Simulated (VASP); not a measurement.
# SiC (Moissanite 6H) (P6_3mc) in VASP: further runs, part 2 of 2

VASP 6.6.1. The steps go on from the part before.

### 3 Optical spectrum, PBE

INCAR reads:

```
ALGO = Fast ; CSHIFT = 0.1
EDIFF = 1E-6 ; ENCUT = 520
GGA = PE ; ISIF = 2
ISMEAR = 0 ; KPAR = 4
LASPH = True ; LCHARG = False
LOPTICS = True ; LREAL = False
LWAVE = False ; NBANDS = 72
NEDOS = 2000 ; NELM = 80
PREC = Accurate ; SIGMA = 0.03
```

KPOINTS reads:

```
k-points
0
Gamma
  12 12 2
```

POSCAR reads:

```
SiC                                     
1.0
    3.0798348513      0.0000000000      0.0000000000
   -1.5399174256      2.6672152207      0.0000000000
    0.0000000000      0.0000000000     15.1116731378
  Si              C             
     6     6
Direct
     0.0000000000000000    0.0000000000000000    0.1250363669735108
     0.0000000000000000    0.0000000000000000    0.6250363669735108
     0.3333333332999970    0.6666666667000030    0.2918190986567595
     0.6666666667000030    0.3333333332999970    0.7918190986567595
     0.3333333332999970    0.6666666667000030    0.9583117383177111
     0.6666666667000030    0.3333333332999970    0.4583117383177111
     0.0000000000000000    0.0000000000000000    0.9996886893862467
     0.0000000000000000    0.0000000000000000    0.4996886893862467
     0.3333333332999970    0.6666666667000030    0.1668269791811028
     0.6666666667000030    0.3333333332999970    0.6668269791811028
     0.3333333332999970    0.6666666667000030    0.8333171274846762
     0.6666666667000030    0.3333333332999970    0.3333171274846762
```

Potentials or basis: VASP PAW PBE potentials, release 64 (Si, C).

The run is started by

```console
cat potpaw_PBE.64/Si/POTCAR potpaw_PBE.64/C/POTCAR > POTCAR
mpirun -np 4 vasp_std > vasp.out
```

OUTCAR:

```text
EDIFF = 1E-6
   ENCUT = 520
   GGA = PE
   ISIF = 2
   ISMEAR = 0
   LASPH = True
   LREAL = False
   NELM = 80
   PREC = Accurate

 ion  position               nearest neighbor table
   1  0.000  0.000  0.125-   9 1.89   9 1.89   9 1.89   7 1.89   5 3.08   5 3.08   5 3.08   3 3.08
                             3 3.08   3 3.08
   2  0.000  0.000  0.625-  10 1.89  10 1.89  10 1.89   8 1.89   6 3.08   6 3.08   6 3.08   4 3.08
                             4 3.08   4 3.08
   3  0.333  0.667  0.292-  12 1.89  12 1.89  12 1.89   9 1.89   6 3.08   6 3.08   6 3.08   1 3.08
                             1 3.08   1 3.08
   4  0.667  0.333  0.792-  11 1.89  11 1.89  11 1.89  10 1.89   5 3.08   5 3.08   5 3.08   2 3.08
                             2 3.08   2 3.08
[... 1221 lines left out ...]
     1.40760     0.03770     0.03770     0.04384     0.00000    -0.00000     0.00000
     1.87679     0.05471     0.05471     0.06493     0.00000    -0.00000     0.00000
     2.34599     0.07718     0.07718     0.09483     0.00000    -0.00000     0.00000
[... 92 lines left out ...]
    45.98147     0.00102     0.00102     0.00102     0.00000    -0.00000     0.00000
    46.45067     0.00099     0.00099     0.00099     0.00000    -0.00000     0.00000

  frequency dependent      REAL DIELECTRIC FUNCTION (independent particle, no local field effects) density-density
     E(ev)        X           Y           Z          XY          YZ          ZX
  --------------------------------------------------------------------------------------------------------------
     0.00000     7.19192     7.19192     7.42079     0.00000    -0.00000     0.00000
     0.46920     7.21871     7.21871     7.45133     0.00000    -0.00000     0.00000
     0.93840     7.30083     7.30083     7.54534     0.00000    -0.00000     0.00000
     1.40760     7.44394     7.44394     7.71068     0.00000    -0.00000     0.00000
     1.87679     7.65890     7.65890     7.96304     0.00000    -0.00000     0.00000
     2.34599     7.96495     7.96495     8.33216     0.00000    -0.00000     0.00000
[... 92 lines left out ...]
    45.98147     0.78156     0.78156     0.78242    -0.00000    -0.00000     0.00000
    46.45067     0.78629     0.78629     0.78713    -0.00000    -0.00000     0.00000

  frequency dependent IMAGINARY DIELECTRIC FUNCTION (independent particle, no local field effects) current-current
     E(ev)      X         Y         Z        XY        YZ        ZX
  --------------------------------------------------------------------------------------------------------------
     0.00000    52.78054    52.78054    54.73083     0.00000    -0.00000    -0.00000
     0.46920     2.66188     2.66188     2.76260     0.00000    -0.00000    -0.00000
     0.93840     1.36644     1.36644     1.42205     0.00000    -0.00000    -0.00000
     1.40760     0.95316     0.95316     0.99717     0.00000    -0.00000    -0.00000
     1.87679     0.76420     0.76420     0.80682     0.00000    -0.00000    -0.00000
     2.34599     0.67086     0.67086     0.71979     0.00000    -0.00000    -0.00000
[... 92 lines left out ...]
    45.98147     0.00007     0.00007     0.00007     0.00000    -0.00000     0.00000
    46.45067     0.00007     0.00007     0.00007     0.00000    -0.00000     0.00000

  frequency dependent      REAL DIELECTRIC FUNCTION (independent particle, no local field effects) current-current
     E(ev)        X           Y           Z          XY          YZ          ZX
  --------------------------------------------------------------------------------------------------------------
     0.00000     7.18623     7.18623     7.41431     0.00000     0.00000    -0.00000
     0.46920     7.21289     7.21289     7.44470     0.00000     0.00000    -0.00000
     0.93840     7.29484     7.29484     7.53847     0.00000     0.00000    -0.00000
     1.40760     7.43764     7.43764     7.70337     0.00000     0.00000    -0.00000
     1.87679     7.65210     7.65210     7.95500     0.00000     0.00000    -0.00000
     2.34599     7.95736     7.95736     8.32290     0.00000     0.00000    -0.00000
[... 92 lines left out ...]
    45.98147     0.78159     0.78159     0.78245    -0.00000     0.00000    -0.00000
    46.45067     0.78631     0.78631     0.78715    -0.00000     0.00000    -0.00000
```

OSZICAR:

```text
N       E                     dE             d eps       ncg     rms          rms(c)
DAV:   1     0.810741884403E+02    0.81074E+02   -0.19522E+04  5472   0.604E+02
DAV:   2    -0.940729937656E+02   -0.17515E+03   -0.16495E+03  6688   0.139E+02
DAV:   3    -0.101439131874E+03   -0.73661E+01   -0.72492E+01  6576   0.231E+01
DAV:   4    -0.101483889315E+03   -0.44757E-01   -0.44737E-01  6624   0.210E+00
DAV:   5    -0.101484136084E+03   -0.24677E-03   -0.24675E-03  6464   0.155E-01    0.216E+01
RMM:   6    -0.906948598864E+02    0.10789E+02   -0.95285E+00  5483   0.618E+00    0.863E+00
RMM:   7    -0.904111813698E+02    0.28368E+00   -0.17255E+00  5892   0.302E+00    0.443E+00
RMM:   8    -0.903738614909E+02    0.37320E-01   -0.16122E-01  6032   0.113E+00    0.827E-01
RMM:   9    -0.903554902304E+02    0.18371E-01   -0.16861E-02  6709   0.332E-01    0.292E-01
RMM:  10    -0.903551925229E+02    0.29771E-03   -0.38106E-03  6695   0.155E-01    0.148E-01
RMM:  11    -0.903555436712E+02   -0.35115E-03   -0.33887E-04  6285   0.601E-02    0.901E-02
RMM:  12    -0.903553903502E+02    0.15332E-03   -0.34297E-04  6591   0.398E-02    0.944E-03
RMM:  13    -0.903553971204E+02   -0.67702E-05   -0.39202E-05  6841   0.178E-02    0.150E-02
RMM:  14    -0.903553945002E+02    0.26202E-05   -0.30578E-06  6460   0.563E-03    0.606E-03
RMM:  15    -0.903553939375E+02    0.56278E-06   -0.53804E-07  5101   0.217E-03
   1 F= -.90355394E+02 E0= -.90355394E+02  d E =-.107461E-12
 imaginary and real dielectric function
```

It took 2.6 min on 4 MPI ranks of Intel Xeon Platinum 8375C at 2.90GHz (Ice Lake), shared host; peak memory 0.57 GiB.

What came out:

- Free energy: -90.3554 eV
- Pressure: 3.2 GPa
- Band gap on the k mesh: 2.03 eV, indirect (least direct gap 3.12 eV)

Dielectric function (mean over the directions given):
| energy (eV) | real part | imaginary part |
| --- | --- | --- |
| 0.28 | 7.28 | 0.01 |
| 0.94 | 7.38 | 0.02 |
| 1.60 | 7.61 | 0.05 |
| 2.25 | 8.01 | 0.08 |
| 2.91 | 8.68 | 0.13 |
| 3.66 | 10.20 | 0.54 |
| 4.32 | 11.31 | 1.47 |
| 4.97 | 13.46 | 3.15 |
| 5.63 | 15.28 | 8.91 |
| 6.38 | 10.21 | 13.21 |
| 7.04 | 3.70 | 15.43 |
| 7.69 | 1.63 | 12.57 |
| 8.35 | -3.18 | 13.87 |
| 9.10 | -5.38 | 8.53 |
| 9.76 | -4.69 | 5.99 |
| 10.42 | -3.73 | 4.57 |
| 11.07 | -3.67 | 3.81 |
| 11.82 | -3.07 | 2.76 |
| 12.48 | -2.87 | 2.32 |
| 13.14 | -2.27 | 1.91 |
| 13.79 | -2.03 | 1.58 |
| 14.55 | -1.82 | 1.21 |
| 15.20 | -1.54 | 1.04 |
| 15.86 | -1.36 | 0.82 |
| 16.52 | -1.19 | 0.64 |
| 17.27 | -0.94 | 0.56 |
| 17.92 | -0.80 | 0.50 |
| 18.58 | -0.62 | 0.41 |
| 19.24 | -0.56 | 0.35 |
| 19.99 | -0.38 | 0.27 |

Caveat: spectra need much finer meshes, so this one isn't converged; independent-particle spectra lack excitons. A k mesh can miss the band edges.
